The bulk modulus of many zincblende crystals can be estimated from the bond length alone: it is close to $e^2/d^4$, where $e$ is the elementary charge and $d$ the distance between neighbouring atoms. In everyday units this reads

$$B \approx \frac{2300}{d^4}\ \text{GPa}, \qquad d \text{ in Å}.$$

Over a tenfold range of stiffness the rule puts the six crystals below in the right order. It misses the computed moduli by 6 % on average and by 16 % at worst.

Zincblende crystals (space group F-43m) computed with Ansatz 0.2.0: scalar-relativistic DFT with the PBE functional, plane waves and PAW, no spin polarisation, a 420 eV cutoff and Gaussian smearing. The bulk modulus, its pressure derivative and the equilibrium volume come from third-order Birch-Murnaghan fits to energies at a series of volumes.

| formula | structure | k mesh | bulk modulus (GPa) | bulk modulus pressure derivative | equilibrium volume (Å³/atom) | measured bulk modulus (GPa) | stated uncertainty (GPa) | range of the values found | source | bulk modulus, over measured less one (%) |
| --- | --- | --- | --- | --- | --- | --- | --- | --- | --- | --- |
| CdTe | F-43m | 10×10×10 | 35.1 | 4.77 | 36.24 | 42 | 2 | one value | arXiv:2306.14539 (2023) | -16.4 |
| HgSe | F-43m | 12×12×12 | 42.5 | 5.04 | 30.66 | 51.6 | 0.2 | one value | arXiv:cond-mat/0209548 (2002) | -17.6 |
| GaP | F-43m | 8×8×8 | 76.7 | 4.50 | 20.87 | 87.5 | 0.6 | one value | arXiv:1709.06667 (2017) | -12.4 |
| BP | F-43m | 10×10×10 | 162 | 3.80 | 11.76 | 174 | n/a | 173 to 179 | arXiv:1901.06272 (2019) | -7.0 |
| SiC | F-43m | 10×10×10 | 212 | 3.91 | 10.50 | 225 | n/a | one value | pmc:9505936 (2022) | -5.6 |
| BN | F-43m | 12×12×12 | 371 | 3.69 | 5.95 | 395 | 2 | 395 to 400 | arXiv:cond-mat/0702656 (2007) | -6.1 |

**From CdTe to HgSe: why the bond length decides.** A bulk modulus has the unit of an energy per volume. The attraction that holds the valence electrons and the ion cores together is electrostatic, so its natural size is $e^2/d$, and the volume that belongs to an atom grows as $d^3$. Dividing one by the other suggests a fourth power. The bond of HgSe is about 5 % shorter than that of CdTe, which should make it roughly a quarter stiffer; the computed moduli, 35.1 and 42.5 GPa, differ by about a fifth.

HgSe has no band gap in this calculation, while CdTe has one, yet both lie within 3 % of the rule. This fits the picture, because the stiffness comes from the total energy of all valence electrons and not from the few states next to the gap.

**GaP: the estimate in full.** The table lists the equilibrium volume per atom, $V = 20.87$ Å³, and in this structure $d = \tfrac{\sqrt3}{2}V^{1/3}$. The cube root is 2.753 Å, so the bond length is 2.384 Å and its fourth power 32.3 Å⁴. With $e^2 = 14.4$ eV Å and 1 eV/Å³ = 160.2 GPa the constant is 2307 GPa Å⁴, and the estimate becomes 71 GPa. The calculation gives 76.7 GPa, so the rule is 7 % too low.

A simple energy curve shows under what condition the fourth power survives the repulsion between the atoms. Let the energy per atom be an attraction and a steeper repulsion,

$$E(d) = -\frac{A}{d} + \frac{C}{d^{\,n}} .$$

At equilibrium the two slopes cancel, $A/d^2 = nC/d^{\,n+1}$, and this removes $C$ from the curvature, which becomes $(n-1)A/d^3$. With $V = 1.54\,d^3$ the modulus is

$$B = V\frac{d^2E}{dV^2} = \frac{(n-1)\,A}{9 \times 1.54\; d^4}.$$

The repulsion thus decides where the bond settles, and its steepness enters the stiffness only through the factor $n-1$ beside the attraction $A$. Small cores let the atoms come close, where the attraction is strong and the volume small.

The sketch gives the fourth power only if $(n-1)A$ stays similar from crystal to crystal. Matched to the computed values, with $n$ taken from the pressure derivative and $A$ then chosen to return the modulus, $n$ falls from 8.1 in HgSe to 4.1 in BN while $A$ grows from 1.9 to 4.4 $e^2$. That the two changes offset each other only restates that the rule fits. The $1/d$ form of the attraction is assumed here, not found, and the sketch doesn't explain the balance. This balance, and a factor near one in front of $e^2/d^4$, are observations on these six rows. A power law with free factor and exponent, fitted to all six computed moduli, returns an exponent of −4.0 ± 0.15. This fit pools three kinds of compound, and the II-VI rows are also those with the longest bonds. Within one kind the power is smaller, about 3.8 from GaP to BN and 3.4 from CdTe to HgSe, so part of the fourth power may be a softening from kind to kind and not an effect of the bond length. The printed output after this text shows that fit and the estimates row by row.

**From BP to SiC: where the rule is weakest.** For SiC the volume of 10.50 Å³ gives a bond length of 1.90 Å, a fourth power of 12.9 Å⁴ and an estimate of 178 GPa. The computed modulus is 212 GPa, and this is the largest miss of the table. The bond is only 4 % shorter than in BP, but the modulus is 31 % higher, about twice the rise that the rule allows.

The bond length alone takes no account of how the valence electrons are shared between the two atoms. Cohen's empirical rule adds a correction that depends on the groups of the two elements:

$$B \approx \frac{2000 - 220\,\lambda}{d^{3.5}}\ \text{GPa},$$

with $\lambda = 0$ for two atoms of group IV, 1 for III-V and 2 for II-VI compounds; the constants are recalled, and the first is rounded up. In this form it gives 213 GPa for SiC. This agreement doesn't explain the miss. The number $\lambda$ is meant to stand for the charge that moves between the atoms, yet the bond in SiC is more polar than that in BP: carbon attracts electrons much more strongly than silicon, while boron and phosphorus are nearly equal. SiC is also the only group-IV compound here, so the cause stays open. For CdTe, HgSe and GaP the same rule overshoots the computed moduli by 11 to 12 %, so over the whole table its mean miss, about 6 %, is much the same as that of $e^2/d^4$, while its worst miss is smaller, 12 % against 16 %.

**BN, and what happens under pressure.** BN has the shortest bond, 1.57 Å, and the rule returns to within 3 % of the computed 371 GPa. It would be tempting to use the same formula for BN squeezed to a still shorter bond, but there it fails. A compressed crystal keeps its atoms and leaves the balance point, so the steep repulsion takes over. In the energy curve above, the modulus of one given crystal then changes near equilibrium as $d^{-(n+7)}$ instead of $d^{-4}$.

The column for the pressure derivative $B'$ measures this steepness, since the power within one crystal is $3B'$. This power runs from about 11 in BN to 15 in HgSe. Pressures from the same calculations confirm it: when the volume shrinks by about a tenth, the modulus grows by a factor of 1.5 to 1.7, where the rule would allow only 1.16. The rule therefore compares different crystals at rest and must not be used to follow one crystal under load.

**The measured column: which number is being estimated.** The PBE moduli lie below the measured ones in every row, by 6 to 18 %. The steep power within one crystal, about 14 for CdTe, shows how so large an error can arise. PBE is known to make bonds slightly too long, and in CdTe a lattice constant too large by 1.3 % would be enough to account for the whole deficit. The table holds no measured lattice constants, but against the measured one as roughly recalled, the computed lattice constant of CdTe is about 2 % too large. That is more than is needed, so the cause is big enough there but the estimate is only rough; for the other rows this hasn't been checked. The measured values also hold thermal and zero-point motion, which is expected to soften a crystal and so doesn't explain the deficit.

With the PBE bond lengths, $e^2/d^4$ falls 4 to 21 % below the measured moduli, whereas Cohen's rule, with its rounded constant, falls 3 to 8 % below them. That is no independent success, because its constants were chosen to reproduce measured moduli of such crystals. It does make Cohen's rule the better choice for a real sample, while $e^2/d^4$ gives the size of the modulus with no fitted constant.

Both rules have been tried here only on zincblende compounds of the IV-IV, III-V and II-VI kinds. Copper halides such as CuCl have the same structure and also eight s and p valence electrons per formula unit, but they are expected to be much softer than $e^2/d^4$ says. Among the kinds tried, a substitution that lengthens the bond by 5 % should lower the modulus by nearly a fifth. Two crystals whose estimates differ by less than that should not be ranked by the rule with any confidence, since its miss on a single crystal can reach 16 %.

Output of the analysis:

```
Estimates from the bond length:
   row  bond length (Å)  its fourth power (Å^4)  e²/d⁴ (GPa)  miss against computed (%)  Cohen rule (GPa)  Cohen miss against computed (%)
  CdTe            2.866                   67.46         34.2                     -2.565             39.15                            11.53
  HgSe            2.711                   53.98        42.74                     0.5668             47.58                            11.96
   GaP            2.384                   32.32        71.38                     -6.936             85.04                            10.87
    BP            1.969                   15.04        153.4                     -5.329             166.1                            2.504
   SiC            1.896                   12.93        178.4                     -15.86               213                           0.4499
    BN            1.569                   6.065        380.4                      2.536             367.7                          -0.8972
Against measurement and under compression:
   row  e²/d⁴ against measured (%)  Cohen against measured (%)  modulus at 0.895 V over that at V  power of d within compound  n of sketch  A of sketch (e²)  lattice excess that would explain PBE deficit (%)
  CdTe                      -18.57                      -6.789                              1.654                       14.31         7.31             2.254                                              1.262
  HgSe                      -17.17                      -7.789                              1.693                       15.12         8.12             1.935                                              1.291
   GaP                      -18.42                      -2.812                              1.604                        13.5          6.5             2.707                                             0.9806
    BP                      -11.86                      -4.566                              1.489                        11.4          4.4             4.305                                             0.6288
   SiC                      -20.72                      -5.354                               1.51                       11.73         4.73             4.415                                             0.5087
    BN                      -3.694                      -6.919                              1.475                       11.07         4.07             4.402                                             0.5679
Constant of the rule e²/d⁴ (GPa Å^4): 2307
Mean size of the miss of e²/d⁴ against computed (%): 5.632
Mean size of the miss of the Cohen rule against computed (%): 6.369
Mean size of the miss of e²/d⁴ against measured (%): 15.07
Mean size of the miss of the Cohen rule against measured (%): 5.705
Computed modulus of BN over that of CdTe: 10.57
Bond length of CdTe over that of BN: 1.826
Fourth power of that bond ratio: 11.12
Stiffening at 0.895 V if the rule held within one compound: 1.159
fit of log(bulk_modulus) on 6 rows: constant 7.821 +/- 0.12, coefficient of log(d) -4.036 +/- 0.15; rms 0.0639, worst SiC -0.118, leave-one-out rms 0.109
Largest miss of the free power law (%): 11.17
```
